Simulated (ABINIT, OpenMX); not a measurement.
One calculation of Pb, 5 ways

```xyz
1
Lattice="0.0000 2.4750 2.4750 2.4750 0.0000 2.4750 2.4750 2.4750 0.0000" Properties=species:S:1:pos:R:3 pbc="T T T"
Pb    0.0000    0.0000    0.0000
```

Alike in all runs: task band structure; functional PBE; k mesh 9 × 9 × 9; occupations fermi-dirac, width 0.05 eV; no spin polarisation; no spin-orbit coupling. Pressure is positive in compression and, in plane waves, holds the error of the finite cutoff.

```json
{"program and potentials": "ABINIT, PseudoDojo NC SR PBE v0.4 stringent", "plane-wave cutoff (eV)": "1197", "notes": "22 valence electrons an atom on average", "pressure (GPa)": "2.25"}
{"program and potentials": "ABINIT, SG15 NC PBE v1.2", "plane-wave cutoff (eV)": "844", "notes": "14 valence electrons an atom on average", "pressure (GPa)": "2.27"}
{"program and potentials": "OpenMX, OpenMX 2013 PBE set, Pb8.0-s3p2d2f2, grid cutoff 500 Ry", "plane-wave cutoff (eV)": "-", "notes": "atomic basis; 14 valence electrons an atom on average", "pressure (GPa)": "2.41"}
{"program and potentials": "ABINIT, PseudoDojo NC SR PBE v0.4.1 standard", "plane-wave cutoff (eV)": "762", "notes": "14 valence electrons an atom on average", "pressure (GPa)": "2.26"}
{"program and potentials": "ABINIT, SPMS NC PBE v1.0", "plane-wave cutoff (eV)": "599", "notes": "14 valence electrons an atom on average", "pressure (GPa)": "2.26"}
```

The pressure spans 2.25 (ABINIT, PseudoDojo NC SR PBE v0.4 stringent) to 2.41 GPa (OpenMX, OpenMX 2013 PBE set, Pb8.0-s3p2d2f2, grid cutoff 500 Ry). Rows in atomic bases carry the error of their basis and grid, which can be large.

The functional is the same throughout but for its coding, so the spread measures potentials, basis and numerics; runs on potential files found faulty are left out.

All five runs put fcc lead under compression at this cell, so each would lower its energy by expanding. Because the cell lies close to the measured one, the calculations favour too large a volume. This probably reflects the tendency of PBE to underbind heavy metals, though the missing spin-orbit coupling, which acts strongly on the 6p states that carry much of the bonding, may also contribute.

The four plane-wave results agree within 2.25 to 2.27 GPa, even though one treats 22 electrons explicitly and the others 14. The additional electrons are the 5s and 5p shells, which lie deep and are compact, so they respond little to the metallic bonding; the 5d shell is already in the valence of every run. Freezing 5s and 5p therefore appears adequate for the pressure at this volume. OpenMX stands apart at 2.41 GPa, but it changes both potential and basis, so the offset cannot be assigned to either alone. Close agreement at one volume does not establish equal compressibility.
